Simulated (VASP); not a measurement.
Ca, 1 atom in the cell. It takes space group I4/mmm (No. 139, tetragonal). Conventional cell: a = 4.410 Å, b = 4.410 Å, c = 4.392 Å, α = 90.00°, β = 90.00°, γ = 90.00°. Ca (site symmetry 4/mmm) is surrounded by 8 Ca at 3.81 Å. This isn't the form of Ca at room conditions, which is fcc.

| Item | Value |
| --- | --- |
| Program | VASP 6.6.1 |
| Task | single point |
| Functional | revPBE |
| Potentials or basis | VASP PAW PBE potentials, release 64 (Ca_sv) |
| Cutoff | 520 eV |
| k mesh | 9 × 9 × 9 |
| Occupations | tetrahedron |
| Spin | no spin polarisation |
| Dipole correction | no |
| Further INCAR settings | ALGO = Fast; EDIFF = 1e-06; NBANDS = 11 |

Potentials or basis: VASP PAW PBE potentials, release 64 (Ca_sv).

Command:

```bash
$ cat potpaw_PBE.64/Ca_sv/POTCAR > POTCAR
$ mpirun -np 1 vasp_std > vasp.out
```

Hardware: 1 thread of AMD EPYC 7R43 64-Core Processor (Zen 3), on a shared host.

Q: How long does it take, and how much memory?

A: It took 40 s on 1 thread of AMD EPYC 7R43 64-Core Processor (Zen 3), with other jobs on the host, peak memory 0.14 GiB. Counts: scf iterations 15, k points 75.
